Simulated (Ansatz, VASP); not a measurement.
TiSi3: VASP beside Ansatz

```
Ti Si
1.0
     3.80197    0.00000    0.00000
     0.00000    3.80197    0.00000
     0.00000    0.00000    3.80197
Ti Si
1 3
Direct
  0.00000 0.00000 0.00000
  0.50000 0.50000 0.00000
  0.50000 0.00000 0.50000
  0.00000 0.50000 0.50000
```

Alike in both runs: functional PBEsol; k mesh 12 × 12 × 12; occupations gaussian, width 0.1 eV; no spin polarisation.

Ansatz relaxed the structure, and its values are those at the end. VASP's run is a single point on that final structure, the one shown.

|  | VASP | Ansatz |
| --- | --- | --- |
| version | VASP 6.6.1 | Ansatz 0.2.0 |
| potentials or method | VASP PAW PBE potentials, release 64 (Ti_sv, Si) | scalar-relativistic, plane waves, PAW |
| plane-wave cutoff (eV) | 520 | 420 |
| valence electrons in the cell | 24 | 24 |

Ansatz gave:

* gap on the k mesh at the Fermi level (eV): none
* pressure (GPa): 0.0

Q: Which values does VASP return?

A: gap on the k mesh at the Fermi level (eV): none; pressure (GPa): 0.1.

A gap of «none» marks a metal or a gap that the smearing closes. With one functional, cell and mesh, what is left measures potentials, basis and numerics.

Caveats: the PAW data sets were made with another functional, which shifts forces and pressure a little (VASP).
